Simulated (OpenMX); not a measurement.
The system is TePb.

```xyz
2
Lattice="0.0000 3.2310 3.2310 3.2310 0.0000 3.2310 3.2310 3.2310 0.0000" Properties=species:S:1:pos:R:3 pbc="T T T"
Pb    0.0000    0.0000    0.0000
Te    3.2310    3.2310    3.2310
```

Base run:

- Program: OpenMX 3.8.5
- Functional: PBE
- Potentials or basis: OpenMX 2013 PBE set, Pb8.0-s3p2d2f2, Te7.0-s3p3d2f1, grid cutoff 500 Ry
- k mesh: 7 × 7 × 7
- Occupations: fermi-dirac, width 0.05 eV
- Spin: no spin polarisation

Its results: pressure 2.6 GPa.

Problem. The run is repeated on the same cell with these changes: functional from PBE to LDA; potentials or basis from OpenMX 2013 PBE set, Pb8.0-s3p2d2f2, Te7.0-s3p3d2f1, grid cutoff 500 Ry to OpenMX 2013 LDA set, Pb8.0-s3p2d2f1, Te7.0-s3p2d2f1, grid cutoff 500 Ry. What comes out?

Solution. Pressure -1.1 GPa.

Caveats: the basis of atomic orbitals isn't converged, which shifts pressures, moduli and gaps.
